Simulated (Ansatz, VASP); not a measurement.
# Al: VASP beside Ansatz

```xyz
1
Lattice="-1.5805 1.5805 1.5805 1.5805 -1.5805 1.5805 1.5805 1.5805 -1.5805" Properties=species:S:1:pos:R:3 pbc="T T T"
Al    0.0000    0.0000    0.0000
```

This isn't the form of Al at room conditions, which is fcc.

Alike in both runs: task single point; functional r2SCAN; k mesh 12 × 12 × 12; occupations fermi-dirac, width 0.05 eV; no spin polarisation.

|  | VASP | Ansatz |
| --- | --- | --- |
| version | VASP 6.6.1 | Ansatz 0.2.0 |
| potentials or method | VASP PAW PBE potentials, release 64 (Al) | Ansatz PAW |
| plane-wave cutoff (eV) | 520 | 500 |
| valence electrons in the cell | 3 | 3 |

```csv
,VASP,Ansatz,Ansatz less VASP
gap on the k mesh at the Fermi level (eV),none,none,-
pressure (GPa),1.9,2.2,+0.33
```

A gap of «none» marks a metal or a gap that the smearing closes. With one functional, cell and mesh, what is left measures potentials, basis and numerics.

Caveats: the PAW data sets were made with another functional, which shifts forces and pressure a little (VASP); the PAW data sets come from PBE, with cores solved anew for the run's functional, which leaves a small shift of forces and pressure (Ansatz).
